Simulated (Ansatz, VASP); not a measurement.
**One calculation of Ba, two programs**

```
Ba
1.0
     4.11386    0.00000    0.00000
    -2.05693    3.56271    0.00000
     0.00000    0.00000    6.62027
Ba
2
Direct
  0.33333 0.66667 0.25000
  0.66667 0.33333 0.75000
```

Change from the starting cell: volume scaled by 0.76, PAW files.

Alike in both runs: task single point; functional PBE; k mesh 10 × 10 × 6; occupations fermi-dirac, width 0.1 eV; no spin polarisation.

|  | VASP | Ansatz |
| --- | --- | --- |
| version | VASP 6.6.1 | Ansatz 0.2.0 |
| potentials or method | VASP PAW PBE potentials, release 64 (Ba_sv) | PAW with Ansatz's default frozen-core files, scalar-relativistic |
| plane-wave cutoff (eV) | 520 | 420 |
| valence electrons in the cell | 20 | 20 |

|  | VASP | Ansatz | Ansatz less VASP |
| --- | --- | --- | --- |
| pressure (GPa) | 3.3 | 3.1 | -0.21 |

Spin-orbit coupling is left out, which matters for the levels of Ba.
